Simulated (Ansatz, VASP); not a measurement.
# Rh in VASP and in Ansatz

The input INCAR:

```
PREC = Accurate ; ENCUT = 520
EDIFF = 1E-7 ; ISMEAR = -1
SIGMA = 0.05 ; LREAL = False
LASPH = True ; NELM = 80
ALGO = Normal ; ISIF = 2
LWAVE = False ; LCHARG = False
GGA = PS ; NBANDS = 14
```

Contents of KPOINTS:

```
Automatic mesh
0
Gamma
  9 9 9
```

The input POSCAR:

```
Rh
1.0
    0.0000000000      1.8978500000      1.8978500000
    1.8978500000      0.0000000000      1.8978500000
    1.8978500000      1.8978500000      0.0000000000
Rh
1
Direct
    0.0000000000      0.0000000000      0.0000000000
```

File input.yaml:

```yaml
crystal:
  lattice:
    - [0.0, 1.89785, 1.89785]
    - [1.89785, 0.0, 1.89785]
    - [1.89785, 1.89785, 0.0]
  atoms:
    - { symbol: Rh, position: [0.0, 0.0, 0.0] }
kpoints:
  mp_grid: { grid: [9, 9, 9] }
  band_path:
    path:
      - [0.0, 0.0, 0.0]
      - [0.5, 0.0, 0.5]
      - [0.5, 0.25, 0.75]
      - [0.375, 0.375, 0.75]
      - [0.0, 0.0, 0.0]
      - [0.5, 0.5, 0.5]
      - [0.625, 0.25, 0.625]
      - [0.5, 0.25, 0.75]
    npoints: 12
scf:
  occupations: { method: fermi_dirac, width: 0.05 }
hamiltonian:
  xc: pbesol
  pseudopotentials: { kind: all_electron, lapw: { basis_error: 0.001 } }
output:
  forces: true
  stress: true
  eigenvalues: true
```

Alike in both runs: functional PBEsol; k mesh 9 × 9 × 9; occupations fermi-dirac, width 0.05 eV; no spin polarisation.

|  | VASP | Ansatz |
| --- | --- | --- |
| version | VASP 6.6.1 | Ansatz 0.2.0 |
| potentials or method | VASP PAW PBE potentials, release 64 (Rh_pv) | all-electron LAPW, scalar-relativistic |
| plane-wave cutoff (eV) | 520 | see its input |
| task | single point | band structure |

|  | VASP | Ansatz | Ansatz less VASP |
| --- | --- | --- | --- |
| gap on the k mesh at the Fermi level (eV) | none | none | - |
| pressure (GPa) | -3.6 | -3.5 | +0.07 |

A gap of «none» marks a metal or a gap that the smearing closes. Ansatz ran all-electron here, so the differences hold the error of VASP's frozen core and of both bases.

Caveats: the PAW data sets were made with another functional, which shifts forces and pressure a little (VASP); the k mesh is thin for a metal, which can move the energy by tens of meV per atom (Ansatz).
